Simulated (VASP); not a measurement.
# TiAl3 (I4/mmm) in VASP: further runs

Runs on TiAl3. Level: PBE. Tasks: single point.

Program: VASP 6.6.1. These are calculated values, not measurements. Logs are shortened: lines on timing, memory, paths and dates and some standing lists are left out, and cuts for length are marked.

### Step 1. The structure

Symmetry: I4/mmm, No. 139, tetragonal system. Conventional cell: a = 3.845 Å, b = 3.845 Å, c = 8.623 Å, α = 90.00°, β = 90.00°, γ = 90.00°. Ti (site symmetry 4/mmm) is surrounded by 12 Al at 2.72 to 2.89 Å. Al (site symmetry 4/mmm) has 4 Ti at 2.72 Å and 8 Al at 2.89 Å as nearest neighbours. Al (site symmetry -4m2) has 8 Al at 2.72 to 2.89 Å and 4 Ti at 2.89 Å as nearest neighbours.

The cell comes from a database or a generator and needn't be the stable form of this composition.

### Step 2. Single point, PBE

File INCAR:

```
PREC = Accurate ; ENCUT = 520
EDIFF = 1E-6 ; ISMEAR = 0
SIGMA = 0.1 ; LREAL = F
LASPH = T ; NELM = 100
ALGO = Fast ; ISIF = 2
LWAVE = F ; LCHARG = F
GGA = PE ; NBANDS = 18
```

File KPOINTS:

```
regular mesh
0
Gamma
  16 16 16
```

File POSCAR:

```
TiAl3
1.0
   -1.9226734295      1.9226734295      4.3114047961
    1.9226734295     -1.9226734295      4.3114047961
    1.9226734295      1.9226734295     -4.3114047961
Ti Al
1 3
Direct
    0.0000000000      0.0000000000      0.0000000000
    0.5000000000      0.5000000000      0.0000000000
    0.7500000000      0.2500000000      0.5000000000
    0.2500000000      0.7500000000      0.5000000000
```

Potentials or basis: VASP PAW PBE potentials, release 64 (Ti_sv, Al).

Started as:

```bash
$ cat potpaw_PBE.64/Ti_sv/POTCAR potpaw_PBE.64/Al/POTCAR > POTCAR
$ mpirun -np 1 vasp_std > vasp.out
```

OUTCAR:

```text
PREC = Accurate
   ENCUT = 520
   EDIFF = 1E-6
   ISMEAR = 0
   LREAL = F
   LASPH = T
   NELM = 100
   ISIF = 2
   GGA = PE

 ion  position               nearest neighbor table
   1  0.000  0.000  0.000-   2 2.72   2 2.72   2 2.72   2 2.72   4 2.89   3 2.89   4 2.89   4 2.89
                             3 2.89   3 2.89   4 2.89   3 2.89
   2  0.500  0.500  0.000-   1 2.72   1 2.72   1 2.72   1 2.72   4 2.89   3 2.89   4 2.89   3 2.89
                             4 2.89   4 2.89   3 2.89   3 2.89
   3  0.750  0.250  0.500-   4 2.72   4 2.72   4 2.72   4 2.72   2 2.89   1 2.89   2 2.89   1 2.89
                             2 2.89   2 2.89   1 2.89   1 2.89
   4  0.250  0.750  0.500-   3 2.72   3 2.72   3 2.72   3 2.72   2 2.89   1 2.89   2 2.89   2 2.89
                             1 2.89   1 2.89   2 2.89   1 2.89

  LATTYP: Found a body centered tetragonal cell.
 ALAT       =     3.8453468590
 C/A-ratio  =     2.2424009871

  Lattice vectors:

 A1 = (  -1.9226734295,   1.9226734295,   4.3114047961)
 A2 = (   1.9226734295,  -1.9226734295,   4.3114047961)
 A3 = (   1.9226734295,   1.9226734295,  -4.3114047961)

Analysis of symmetry for initial positions (statically):
=====================================================================
 Subroutine PRICEL returns:
 Original cell was already a primitive cell.

 Routine SETGRP: Setting up the symmetry group for a
 body centered tetragonal supercell.

 Subroutine GETGRP returns: Found 16 space group operations
 (whereof 16 operations were pure point group operations)
 out of a pool of 16 trial point group operations.

The static configuration has the point symmetry D_4h.

Analysis of symmetry for dynamics (positions and initial velocities):
=====================================================================
 Subroutine PRICEL returns:
 Original cell was already a primitive cell.

 Routine SETGRP: Setting up the symmetry group for a
 body centered tetragonal supercell.

 Subroutine GETGRP returns: Found 16 space group operations
 (whereof 16 operations were pure point group operations)
 out of a pool of 16 trial point group operations.

The dynamic configuration has the point symmetry D_4h.

 Subroutine INISYM returns: Found 16 space group operations
 (whereof 16 operations are pure point group operations),
 and found     1 'primitive' translations

----------------------------------------------------------------------------------------

                                     Primitive cell

  volume of cell :      63.7514

  direct lattice vectors                    reciprocal lattice vectors
    -1.922673430  1.922673430  4.311404796     0.000000000  0.260054564  0.115971481
     1.922673430 -1.922673430  4.311404796     0.260054564  0.000000000  0.115971481
     1.922673430  1.922673430 -4.311404796     0.260054564  0.260054564  0.000000000

  length of vectors
     5.097210762  5.097210762  5.097210762     0.284741568  0.284741568  0.367772691

  position of ions in fractional coordinates (direct lattice)
     0.000000000  0.000000000  0.000000000
     0.500000000  0.500000000  0.000000000
     0.750000000  0.250000000  0.500000000
     0.250000000  0.750000000  0.500000000

  ion indices of the primitive-cell ions
   primitive index   ion index
                 1           1
                 2           2
                 3           3
                 4           4

----------------------------------------------------------------------------------------

 KPOINTS: regular mesh

Automatic generation of k-mesh.
 Grid dimensions read from file:
 generate k-points for:   16   16   16

 Generating k-lattice:

  Cartesian coordinates                     Fractional coordinates (reciprocal lattice)
     0.000000000  0.016253410  0.007248218     0.062500000  0.000000000 -0.000000000
     0.016253410  0.000000000  0.007248218     0.000000000  0.062500000 -0.000000000
     0.016253410  0.016253410  0.000000000     0.000000000  0.000000000  0.062500000

  Length of vectors
     0.017796348  0.017796348  0.022985793

  Shift w.r.t. Gamma in fractional coordinates (k-lattice)
     0.000000000  0.000000000  0.000000000

 Subroutine IBZKPT returns following result:
 ===========================================

 Found    349 irreducible k-points:

 Following reciprocal coordinates:
            Coordinates               Weight
  0.000000  0.000000  0.000000      1.000000
  0.062500  0.000000 -0.000000      8.000000
  0.125000  0.000000 -0.000000      8.000000
  0.187500  0.000000  0.000000      8.000000
  0.250000  0.000000 -0.000000      8.000000
  0.312500  0.000000 -0.000000      8.000000
[... 16 lines left out ...]
 -0.125000  0.062500  0.000000     16.000000
 -0.062500  0.062500  0.000000      4.000000
 [... further k-points ...]
   k-points           NKPTS =    349   k-points in BZ     NKDIM =    349   number of bands    NBANDS=     18
   number of dos      NEDOS =    301   number of ions     NIONS =      4
   total plane-waves  NPLWV =  64000
   dimension x,y,z NGX =    40 NGY =   40 NGZ =   40
   dimension x,y,z NGXF=    80 NGYF=   80 NGZF=   80
   ions per type =               1   3
   NGX,Y,Z   is equivalent  to a cutoff of  13.05, 13.05, 13.05 a.u.
   NGXF,Y,Z  is equivalent  to a cutoff of  26.09, 26.09, 26.09 a.u.
 SYSTEM =  unknown system
   PREC   = accura    normal or accurate (medium, high low for compatibility)
   ISTART =      0    job   : 0-new  1-cont  2-samecut
   ICHARG =      2    charge: 1-file 2-atom 10-const
   ISPIN  =      1    spin polarized calculation?
   LNONCOLLINEAR =      F non collinear calculations
   LSORBIT =      F    spin-orbit coupling
   LASPH  =      T    aspherical Exc in radial PAW
   ENCUT  =  520.0 eV  38.22 Ry    6.18 a.u.   9.48  9.48  9.48*2*pi/ulx,y,z
   NELM   =    100;   NELMIN=  2; NELMDL= -5     # of ELM steps
   EDIFF  = 0.1E-05   stopping-criterion for ELM
   LREAL  =      F    real-space projection
   EDIFFG = 0.1E-04   stopping-criterion for IOM
   NSW    =      0    number of steps for IOM
   IBRION =     -1    ionic relax: 0-MD 1-quasi-New 2-CG
   NFREE  =      0    steps in history (QN), initial steepest desc. (CG)
   ISIF   =      2    stress and relaxation
   ISYM   =      2    0-nonsym 1-usesym 2-fastsym
   POTIM  = 0.5000    time-step for ionic-motion
   TEBEG  =    0.0;   TEEND  =   0.0 temperature during run
   PSTRESS=    0.0 pullay stress
   NELECT =      21.0000    total number of electrons
   NUPDOWN=      -1.0000    fix difference up-down
   EMIN   =  10.00;   EMAX   =-10.00  energy-range for DOS
   EFERMI =   0.00;   METHOD = LEGACY
   ISMEAR =     0;   SIGMA  =   0.10  broadening in eV -4-tet -1-fermi 0-gaus
   EFERMI_NEDOS =   21; number of points for ismear=-14 and -15
   IALGO  =     68    algorithm
   IMIX   =      4    mixing-type and parameters
     AMIX     =   0.40;   BMIX     =  1.00
     AMIX_MAG =   1.60;   BMIX_MAG =  1.00
  volume/ion in A,a.u.               =      15.94       107.55
  Fermi-wavevector in a.u.,A,eV,Ry     =   1.130623  2.136568 17.392455  1.278309
  Thomas-Fermi vector in A             =   2.267320
   LORBIT       =      0    0 simple, 1 ext, 2 COOP (PROOUT), +10 PAW based schemes
   GGA     = PE    functional components
   LHFCALC =     F    Hartree Fock is set to
   AEXX    =    0.0000 exact exchange contribution
   IVDW    =     0    specifies the selected vdW correction
   LEPSILON=     F    determine dielectric tensor
   LRPA    =     F    only Hartree local field effects (RPA)
 non-spin polarized calculation
 RMM-DIIS sequential band-by-band and
 Gauss-broadening in eV      SIGMA  =   0.10
  energy-cutoff  :      520.00
  volume of cell :       63.75
 maximum number of plane-waves:      1752
 NGX is ok and might be reduce to    40
   NGX = 19   NGY = 19   NGZ = 19

 number of electron      21.0000000 magnetization

 Free energy of the ion-electron system (eV)
  ---------------------------------------------------
  ext. energy  EPLUGINS =         0.00000000
  ---------------------------------------------------
  free energy    TOTEN  =       -20.66549549 eV

  energy without entropy =      -20.65674072  energy(sigma->0) =      -20.66111811

 E-fermi :   8.1751     XC(G=0): -10.7175

 val. band max:        8.1697036613   @ k =  -0.3750   0.5000   0.2500
 cond. band min:       8.1817893629   @ k =   0.3750   0.1875   0.0000
 fundamental gap:      0.0120857016
 Fermi energy:         8.1751041295

 k-point     1 :       0.0000    0.0000    0.0000
  band No.  band energies     occupation
      1     -48.3313      2.00000
      2     -24.6436      2.00000
      3     -24.6436      2.00000
      4     -24.5649      2.00000
      5      -1.8574      2.00000
      6       5.3136      2.00000
[... 10 lines left out ...]
     17      11.9090      0.00000
     18      11.9152      0.00000

 k-point     2 :       0.0625    0.0000   -0.0000
  band No.  band energies     occupation
      1     -48.3312      2.00000
      2     -24.6446      2.00000
      3     -24.6436      2.00000
      4     -24.5649      2.00000
      5      -1.8092      2.00000
      6       5.0542      2.00000
[... 10 lines left out ...]
     17      11.9251      0.00000
     18      12.2137      0.00000

 k-point     3 :       0.1250    0.0000   -0.0000
  band No.  band energies     occupation
      1     -48.3311      2.00000
      2     -24.6474      2.00000
      3     -24.6434      2.00000
      4     -24.5647      2.00000
      5      -1.6649      2.00000
      6       4.7245      2.00000
[... 10 lines left out ...]
     17      11.9871      0.00000
     18      12.9017      0.00000

 k-point     4 :       0.1875    0.0000    0.0000
  band No.  band energies     occupation
      1     -48.3309      2.00000
      2     -24.6516      2.00000
      3     -24.6431      2.00000
      4     -24.5645      2.00000
      5      -1.4263      2.00000
      6       4.3753      2.00000
[... 375 lines left out ...]
      4     -24.5644      2.00000
      5      -1.4254      2.00000
      6       4.6866      2.00000
[... 10 lines left out ...]
     17      12.3060      0.00000
     18      13.6778      0.00000

 k-point    23 :      -0.1250    0.0625    0.0000
  band No.  band energies     occupation
      1     -48.3311      2.00000
      2     -24.6473      2.00000
      3     -24.6443      2.00000
      4     -24.5646      2.00000
      5      -1.6484      2.00000
      6       5.0938      2.00000
[... 10 lines left out ...]
     17      12.1604      0.00000
     18      12.9543      0.00000

 k-point    24 :      -0.0625    0.0625    0.0000
  band No.  band energies     occupation
      1     -48.3312      2.00000
      2     -24.6446      2.00000
      3     -24.6445      2.00000
      4     -24.5648      2.00000
      5      -1.7768      2.00000
      6       5.3817      2.00000
[... 10 lines left out ...]
     17      12.0522      0.00000
     18      12.3195      0.00000

 [... further k-points ...]

------------------------ aborting loop because EDIFF is reached ----------------------------------------

  FORCE on cell =-STRESS in cart. coord.  units (eV):
  Direction    XX          YY          ZZ          XY          YZ          ZX
  --------------------------------------------------------------------------------------
  -------------------------------------------------------------------------------------
  Total       -0.0250607     -0.0250607     -0.0319391      0.0000000      0.0000000      0.0000000
  in kB       -0.6298152     -0.6298152     -0.8026822      0.0000000      0.0000000      0.0000000
  external PRESSURE =      -0.6874375 kB  Pullay stress =       0.0000000 kB

 VOLUME and BASIS-vectors are now :
 -----------------------------------------------------------------------------
  energy-cutoff  :      520.00
  volume of cell :       63.75
      direct lattice vectors                 reciprocal lattice vectors
    -1.922673430  1.922673430  4.311404796     0.000000000  0.260054564  0.115971481
     1.922673430 -1.922673430  4.311404796     0.260054564  0.000000000  0.115971481
     1.922673430  1.922673430 -4.311404796     0.260054564  0.260054564  0.000000000

 POSITION                                       TOTAL-FORCE (eV/Angst)
 -----------------------------------------------------------------------------------
      0.00000      0.00000      0.00000        -0.000000      0.000000     -0.000000
      0.00000      0.00000      4.31140        -0.000000      0.000000     -0.000000
     -0.00000      1.92267      2.15570         0.000000      0.000000      0.000000
      1.92267     -0.00000      2.15570        -0.000000     -0.000000      0.000000
 -----------------------------------------------------------------------------------
    total drift:                               -0.000000     -0.000000     -0.000000

  FREE ENERGIE OF THE ION-ELECTRON SYSTEM (eV)
  ---------------------------------------------------
  free  energy   TOTEN  =       -20.6654954924 eV

  energy  without entropy=      -20.6567407182  energy(sigma->0) =      -20.66111811
```

Run time: 17 min. Hardware: 1 thread of Intel Xeon Platinum 8375C at 2.90GHz (Ice Lake), shared host; peak memory 0.54 GiB.

Results:

| Property | Result |
| --- | --- |
| Free energy | -20.6655 eV |
| Pressure | -0.1 GPa |
| Band gap on the k mesh | none (metal or under the smearing width) |

[end of part 1 of 2]
